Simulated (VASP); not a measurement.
Input of a VASP 6.6.1 run:

The input INCAR:

```
  PREC = Accurate
  ENCUT = 600
  EDIFF = 1E-6
  ISMEAR = 0
  SIGMA = 0.03
  LREAL = F
  LASPH = T
  NELM = 80
  ALGO = Normal
  ISIF = 3
  LWAVE = F
  LCHARG = F
  IBRION = 2
  NSW = 90
  EDIFFG = -0.01
  KPAR = 2
```

KPOINTS

```
Automatic mesh
0
Gamma
  9 9 5
```

Contents of POSCAR:

```
ZrS2
1.0
    3.6913825498      0.0000000000      0.0000000000
   -1.8456912749      3.1968310632      0.0000000000
    0.0000000000      0.0000000000      6.0410770100
Zr S
1 2
Direct
    0.0000000000      0.0000000000      0.0000000000
    0.6666666700      0.3333333300      0.7620900300
    0.3333333300      0.6666666700      0.2379099700
```

Potentials or basis: VASP PAW LDA potentials, release 64 (Zr_sv, S).

Run with:

```sh
$ cat potpaw_LDA.64/Zr_sv/POTCAR potpaw_LDA.64/S/POTCAR > POTCAR
$ mpirun -np 2 vasp_std > vasp.out
```

Task: Estimate the band gap on the k mesh.

Result: 0.49 eV, indirect (least direct gap 1.29 eV).

Task: What does it give for the space group after relaxing (to 0.05 Å)?

Result: P-3m1 (No. 164).

Task: What does it give for the relaxed cell?

Result: a = 3.595 Å, b = 3.595 Å, c = 5.651 Å, α = 90.00°, β = 90.00°, γ = 120.00°.

Final structure:
```yaml
crystal:
  lattice:
    - [3.59543, 0.00000, 0.00000]
    - [-1.79771, 3.11373, 0.00000]
    - [0.00000, 0.00000, 5.65120]
  atoms:
    - { symbol: Zr, position: [0.00000, 0.00000, 0.00000] }
    - { symbol: S, position: [0.66667, 0.33333, 0.74280] }
    - { symbol: S, position: [0.33333, 0.66667, 0.25720] }
```

Caveat: an odd mesh through Γ misses points on the zone boundary, where band edges often lie.
